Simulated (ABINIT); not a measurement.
# AlNi (Pm-3m) in ABINIT: single point with PBEsol

Aim: the single point of AlNi with PBEsol.

All numbers are computed with ABINIT 10.8.3 (patched build); they aren't measurements. Logs are shortened: lines on timing, memory, paths and dates and some standing lists are left out, and cuts for length are marked. The log counts tension as positive stress, the text compression.

## Step 1: The structure

It takes space group Pm-3m (No. 221, cubic). The conventional cell has a = 2.881 Å, b = 2.881 Å, c = 2.881 Å, α = 90.00°, β = 90.00°, γ = 90.00°. Ni (site symmetry m-3m) has 8 Al at 2.50 Å as nearest neighbours. Around Al (site symmetry m-3m) lie 8 Ni at 2.50 Å.

## Step 2: Single point, PBEsol, collinear spin, ferromagnetic start

Input file run.abi:

```
# Pseudopotentials
pp_dirpath "./"
pseudos "Ni.upf, Al.upf"

# Structure
acell 5.444300965 5.444300965 5.444300965
rprim
     1.0000000000     0.0000000000     0.0000000000
     0.0000000000     1.0000000000     0.0000000000
     0.0000000000     0.0000000000     1.0000000000
ntypat 2
znucl 28 13
natom 2
typat 1 2
xred
     0.5000000000     0.5000000000     0.5000000000
     0.0000000000     0.0000000000     0.0000000000

# Plane-wave basis
ecut 49.0

# k points
kptopt 1
ngkpt 9 9 9
nshiftk 1
shiftk 0.0 0.0 0.0

# Exchange and correlation
ixc -116133

# Bands and occupations
nband 15
occopt 3
tsmear 0.00183747

# Spin
nsppol 2
spinat
     0.0000000000     0.0000000000     2.5000000000
     0.0000000000     0.0000000000     0.0000000000

# SCF cycle
nstep 100
tolvrs 1.0e-10

# Output
iomode 3
prtwf 0
prteig 0
prtebands 0
enunit 2
prtden 1
prtvha 1
prtvclmb 1
prtpot 1
```

Potentials or basis: PseudoDojo NC SR PBEsol v0.4.1 standard.

Run with:

```sh
$ abinit run.abi > log 2>&1
```

run.abo:

```text
.Version 10.8.3 of ABINIT
 Symmetries : space group Pm -3 m (#221); Bravais cP (primitive cubic)
================================================================================
 Values of the parameters that define the memory need of the present run
     intxc =       0    ionmov =       0      iscf =       7    lmnmax =       6
     lnmax =       6     mgfft =      36  mpssoang =       3    mqgrid =    3001
     natom =       2  nloc_mem =       1    nspden =       2   nspinor =       1
    nsppol =       2      nsym =      48    n1xccc =    2501    ntypat =       2
    occopt =       3   xclevel =       2
       mpw =        2661          nfft =       46656          nkpt =          35
================================================================================
================================================================================

--------------------------------------------------------------------------------
------------- Echo of variables that govern the present computation ------------
--------------------------------------------------------------------------------
 -outvars: echo values of preprocessed input variables --------
            acell      5.4443009650E+00  5.4443009650E+00  5.4443009650E+00 Bohr
              amu      5.86900000E+01  2.69815390E+01
             ecut      4.90000000E+01 Hartree
           enunit           2
              ixc     -116133
         kptrlatt        9    0    0      0    9    0      0    0    9
          kptrlen      4.89987087E+01
            natom           2
            nband          15
            ngfft          36      36      36
             nkpt          35
           nspden           2
           nsppol           2
            nstep         100
             nsym          48
           ntypat           2
           occopt           3
        prtebands           0
           prteig           0
           prtpot           1
         prtvclmb           1
           prtvha           1
            prtwf           0
          spgroup         221
           spinat      0.0000000000E+00  0.0000000000E+00  2.5000000000E+00
                       0.0000000000E+00  0.0000000000E+00  0.0000000000E+00
           tolvrs      1.00000000E-10
           tsmear      1.83747000E-03 Hartree
            typat      1  2
           xangst      1.4404999990E+00  1.4404999990E+00  1.4404999990E+00
                       0.0000000000E+00  0.0000000000E+00  0.0000000000E+00
            xcart      2.7221504825E+00  2.7221504825E+00  2.7221504825E+00
                       0.0000000000E+00  0.0000000000E+00  0.0000000000E+00
             xred      5.0000000000E-01  5.0000000000E-01  5.0000000000E-01
                       0.0000000000E+00  0.0000000000E+00  0.0000000000E+00
            znucl       28.00000   13.00000

================================================================================

 chkinp: Checking input parameters for consistency.

================================================================================
== DATASET  1 ==================================================================

--- !DatasetInfo
iteration_state: {dtset: 1, }
dimensions: {natom: 2, nkpt: 35, mband: 15, nsppol: 2, nspinor: 1, nspden: 2, mpw: 2661, }
cutoff_energies: {ecut:  49.0, pawecutdg:  -1.0, }
electrons: {nelect:   2.10000000E+01, charge:   0.00000000E+00, occopt:   3.00000000E+00, tsmear:   1.83747000E-03, }
meta: {optdriver: 0, ionmov: 0, optcell: 0, iscf: 7, paral_kgb: 0, }
...

 Real(R)+Recip(G) space primitive vectors, cartesian coordinates (Bohr,Bohr^-1):
 R(1)=  5.4443010  0.0000000  0.0000000  G(1)=  0.1836783  0.0000000  0.0000000
 R(2)=  0.0000000  5.4443010  0.0000000  G(2)=  0.0000000  0.1836783  0.0000000
 R(3)=  0.0000000  0.0000000  5.4443010  G(3)=  0.0000000  0.0000000  0.1836783
 Unit cell volume ucvol=  1.6137133E+02 bohr^3
 Angles (23,13,12)=  9.00000000E+01  9.00000000E+01  9.00000000E+01 degrees

 getcut: wavevector=  0.0000  0.0000  0.0000  ngfft=  36  36  36
         ecut(hartree)=     49.000   => boxcut(ratio)=   2.09844

--- Pseudopotential description ------------------------------------------------
- pspini: atom type   1  psp file is ./Ni.upf
12 -116133 2 -1 1356                          pspcod,pspxc,lmax,lloc,mmax
     nproj     2     2     2

- pspini: atom type   2  psp file is ./Al.upf
12 -116133 2 -1 1876                          pspcod,pspxc,lmax,lloc,mmax
     nproj     2     2     2

   4.25394652E+02                                ecore*ucvol(ha*bohr**3)
--------------------------------------------------------------------------------

================================================================================

--- !BeginCycle
iteration_state: {dtset: 1, }
solver: {iscf: 7, nstep: 100, nline: 4, wfoptalg: 0, }
tolerances: {tolvrs: 1.00E-10, }
...

     iter   Etot(hartree)      deltaE(h)  residm     vres2   difmagsph maxmagsph
 ETOT  1  -169.22977410107    -1.692E+02 4.158E-01 9.515E+02 6.582E-01 6.582E-01
 ETOT  2  -168.67183904322     5.579E-01 1.979E-01 1.178E+04 6.073E-01 5.092E-02
 ETOT  3  -169.75298381568    -1.081E+00 2.578E-02 2.400E+03 8.553E-02 1.364E-01
 ETOT  4  -169.79545851772    -4.247E-02 2.245E-03 2.014E+03 5.442E-03 1.419E-01
 ETOT  5  -169.99276942578    -1.973E-01 7.496E-03 2.576E+02 3.176E-02 1.101E-01
 ETOT  6  -170.00939408980    -1.662E-02 7.308E-04 9.677E+01 4.117E-02 6.896E-02
 ETOT  7  -170.01985912402    -1.047E-02 4.146E-04 6.284E+00 5.126E-02 1.770E-02
 ETOT  8  -170.02051098574    -6.519E-04 1.614E-04 2.360E-01 4.166E-04 1.754E-02
 ETOT  9  -170.02051947684    -8.491E-06 9.015E-05 2.460E-01 1.211E-02 5.421E-03
 ETOT 10  -170.02052354072    -4.064E-06 6.191E-05 2.082E-01 3.249E-03 2.172E-03
 ETOT 11  -170.02054628194    -2.274E-05 4.067E-05 3.634E-05 2.498E-03 3.258E-04
 ETOT 12  -170.02054628690    -4.961E-09 2.683E-05 1.240E-05 2.927E-04 3.309E-05
 ETOT 13  -170.02054628820    -1.301E-09 1.916E-05 1.521E-07 5.068E-05 1.758E-05
 ETOT 14  -170.02054628823    -2.652E-11 1.229E-05 2.621E-09 1.504E-05 2.539E-06
 ETOT 15  -170.02054628822     5.343E-12 1.122E-05 1.263E-10 1.753E-06 7.857E-07
 ETOT 16  -170.02054628822     1.222E-12 8.605E-06 1.309E-12 1.016E-06 2.306E-07

 At SCF step   16       vres2   =  1.31E-12 < tolvrs=  1.00E-10 =>converged.

 Cartesian components of stress tensor (hartree/bohr^3)
  sigma(1 1)=  1.12671514E-04  sigma(3 2)=  0.00000000E+00
  sigma(2 2)=  1.12671514E-04  sigma(3 1)=  0.00000000E+00
  sigma(3 3)=  1.12671514E-04  sigma(2 1)=  0.00000000E+00

--- !ResultsGS
iteration_state: {dtset: 1, }
comment   : Summary of ground state results
lattice_vectors:
- [  5.4443010,   0.0000000,   0.0000000, ]
- [  0.0000000,   5.4443010,   0.0000000, ]
- [  0.0000000,   0.0000000,   5.4443010, ]
lattice_lengths: [   5.44430,    5.44430,    5.44430, ]
lattice_angles: [ 90.000,  90.000,  90.000, ] # degrees, (23, 13, 12)
lattice_volume:   1.6137133E+02
convergence: {deltae:  1.222E-12, res2:  1.309E-12, residm:  8.605E-06, diffor: null, }
etotal    :  -1.70020546E+02
entropy   :   0.00000000E+00
fermie    :   3.90081040E-01
cartesian_stress_tensor: # hartree/bohr^3
- [  1.12671514E-04,   0.00000000E+00,   0.00000000E+00, ]
- [  0.00000000E+00,   1.12671514E-04,   0.00000000E+00, ]
- [  0.00000000E+00,   0.00000000E+00,   1.12671514E-04, ]
pressure_GPa:  -3.3149E+00
xred      :
- [  5.0000E-01,   5.0000E-01,   5.0000E-01, Ni]
- [  0.0000E+00,   0.0000E+00,   0.0000E+00, Al]
cartesian_forces: # hartree/bohr
- [ -0.00000000E+00,  -0.00000000E+00,  -0.00000000E+00, ]
- [ -0.00000000E+00,  -0.00000000E+00,  -0.00000000E+00, ]
force_length_stats: {min:   0.00000000E+00, max:   0.00000000E+00, mean:   0.00000000E+00, }
...

 Integrated electronic and magnetization densities in atomic spheres:
 ------------------------------------------------------------------------------------------------------------
 Radius=ratsph(iatom), smearing ratsm=  0.0000. Diff(up-dn)=approximate z local magnetic moment.
    Atom    Radius    up_density   dn_density  Total(up+dn)  Diff(up-dn)
    1 Ni   2.00000     8.230391     8.230391     16.460782    -0.000000
    2 Al   2.00000     0.483599     0.483599      0.967198     0.000000
 ------------------------------------------------------------------------------------------------------------
  Sum:                 8.713990     8.713990     17.427980    -0.000000
 Total magnetization (from the atomic spheres):               -0.000000
 Total magnetization (exact up - dn):                         -0.000000

================================================================================

 ----iterations are completed or convergence reached----

 Mean square residual over all n,k,spin=   30.607E-09; max=  86.052E-07
 reduced coordinates (array xred) for    2 atoms
       0.500000000000      0.500000000000      0.500000000000
       0.000000000000      0.000000000000      0.000000000000
 rms dE/dt=  0.0000E+00; max dE/dt=  0.0000E+00; dE/dt below (all hartree)
    1       0.000000000000      0.000000000000      0.000000000000
    2       0.000000000000      0.000000000000      0.000000000000

 cartesian coordinates (angstrom) at end:
    1      1.44049999901035     1.44049999901035     1.44049999901035
    2      0.00000000000000     0.00000000000000     0.00000000000000

 cartesian forces (hartree/bohr) at end:
    1     -0.00000000000000    -0.00000000000000    -0.00000000000000
    2     -0.00000000000000    -0.00000000000000    -0.00000000000000
 frms,max,avg= 0.0000000E+00 0.0000000E+00   0.000E+00  0.000E+00  0.000E+00 h/b

 cartesian forces (eV/Angstrom) at end:
    1     -0.00000000000000    -0.00000000000000    -0.00000000000000
    2     -0.00000000000000    -0.00000000000000    -0.00000000000000
 frms,max,avg= 0.0000000E+00 0.0000000E+00   0.000E+00  0.000E+00  0.000E+00 e/A
 length scales=  5.444300965000  5.444300965000  5.444300965000 bohr
              =  2.880999998021  2.880999998021  2.880999998021 angstroms
 Fermi (or HOMO) energy (hartree) =   0.39008   Average Vxc (hartree)=  -0.45038
 Magnetization (Bohr magneton)=  1.44499062E-07
 Total spin up =  1.04999999E+01   Total spin down =  1.05000001E+01
 Eigenvalues (hartree) for nkpt=  35  k points, SPIN UP:
 kpt#   1, nband= 15, wtk=  0.00137, kpt=  0.0000  0.0000  0.0000 (reduced coord)
  -3.39750   -1.94678   -1.94678   -1.94678   -0.01976    0.27053    0.27053    0.33316
   0.33316    0.33316    0.59113    0.59113    0.59113    0.68948    0.68948
      occupation numbers for kpt#   1
   1.00000    1.00000    1.00000    1.00000    1.00000    1.00000    1.00000    1.00000
   1.00000    1.00000    0.00000    0.00000    0.00000    0.00000    0.00000
 prteigrs : prtvol=0 or 1, do not print more k-points.

 Eigenvalues (hartree) for nkpt=  35  k points, SPIN DOWN:
 kpt#   1, nband= 15, wtk=  0.00137, kpt=  0.0000  0.0000  0.0000 (reduced coord)
  -3.39750   -1.94678   -1.94678   -1.94678   -0.01976    0.27053    0.27053    0.33316
   0.33316    0.33316    0.59113    0.59113    0.59113    0.68948    0.68948
      occupation numbers for kpt#   1
   1.00000    1.00000    1.00000    1.00000    1.00000    1.00000    1.00000    1.00000
   1.00000    1.00000    0.00000    0.00000    0.00000    0.00000    0.00000
 prteigrs : prtvol=0 or 1, do not print more k-points.

 Fermi (or HOMO) energy (eV) =  10.61465   Average Vxc (eV)= -12.25554
 Eigenvalues (   eV  ) for nkpt=  35  k points, SPIN UP:
 kpt#   1, nband= 15, wtk=  0.00137, kpt=  0.0000  0.0000  0.0000 (reduced coord)
 -92.45060  -52.97468  -52.97468  -52.97468   -0.53772    7.36149    7.36149    9.06562
   9.06562    9.06562   16.08534   16.08534   16.08534   18.76176   18.76176
 prteigrs : prtvol=0 or 1, do not print more k-points.

 Eigenvalues (   eV  ) for nkpt=  35  k points, SPIN DOWN:
 kpt#   1, nband= 15, wtk=  0.00137, kpt=  0.0000  0.0000  0.0000 (reduced coord)
 -92.45060  -52.97468  -52.97468  -52.97468   -0.53772    7.36149    7.36149    9.06562
   9.06562    9.06562   16.08534   16.08534   16.08534   18.76176   18.76176
 prteigrs : prtvol=0 or 1, do not print more k-points.

--- !EnergyTerms
iteration_state     : {dtset: 1, }
comment             : Components of total free energy in Hartree
kinetic             :  7.98783371435553E+01
hartree             :  6.38916221605513E+01
xc                  : -2.23901568455706E+01
Ewald energy        : -9.47255811224315E+01
psp_core            :  2.63612287639582E+00
local_psp           : -1.73164805581949E+02
non_local_psp       : -2.61458430013350E+01
internal            : -1.70020304370784E+02
'-kT*entropy'       : -2.41917439051037E-04
total_energy        : -1.70020546288223E+02
total_energy_eV     : -4.62649475480152E+03
band_energy         : -1.49176864597374E+01
...

 Cartesian components of stress tensor (hartree/bohr^3)
  sigma(1 1)=  1.12671514E-04  sigma(3 2)=  0.00000000E+00
  sigma(2 2)=  1.12671514E-04  sigma(3 1)=  0.00000000E+00
  sigma(3 3)=  1.12671514E-04  sigma(2 1)=  0.00000000E+00

-Cartesian components of stress tensor (GPa)         [Pressure= -3.3149E+00 GPa]
- sigma(1 1)=  3.31491038E+00  sigma(3 2)=  0.00000000E+00
- sigma(2 2)=  3.31491038E+00  sigma(3 1)=  0.00000000E+00
- sigma(3 3)=  3.31491038E+00  sigma(2 1)=  0.00000000E+00

== END DATASET(S) ==============================================================
================================================================================

 -outvars: echo values of variables after computation  --------
            acell      5.4443009650E+00  5.4443009650E+00  5.4443009650E+00 Bohr
           etotal     -1.7002054629E+02
            fcart     -0.0000000000E+00 -0.0000000000E+00 -0.0000000000E+00
                      -0.0000000000E+00 -0.0000000000E+00 -0.0000000000E+00
           strten      1.1267151370E-04  1.1267151370E-04  1.1267151370E-04
                       0.0000000000E+00  0.0000000000E+00  0.0000000000E+00
           xangst      1.4404999990E+00  1.4404999990E+00  1.4404999990E+00
                       0.0000000000E+00  0.0000000000E+00  0.0000000000E+00
             xred      5.0000000000E-01  5.0000000000E-01  5.0000000000E-01
                       0.0000000000E+00  0.0000000000E+00  0.0000000000E+00
 Calculation completed.
```

It took 2 min on 1 thread of Arm Neoverse V1, shared host; peak memory 0.12 GiB.

What came out:

```yaml
Free_energy: -4626.4948 eV
Pressure: -3.3 GPa
Band_gap_on_the_k_mesh: none (metal or under the smearing width)
Net_moment: 0.00 μB per cell
Valence_electrons_inside_the_program's_atomic_spheres: Ni 16.46; Al 0.97
```

Caveat: the starting moments collapsed, and a magnetic state may lie lower.
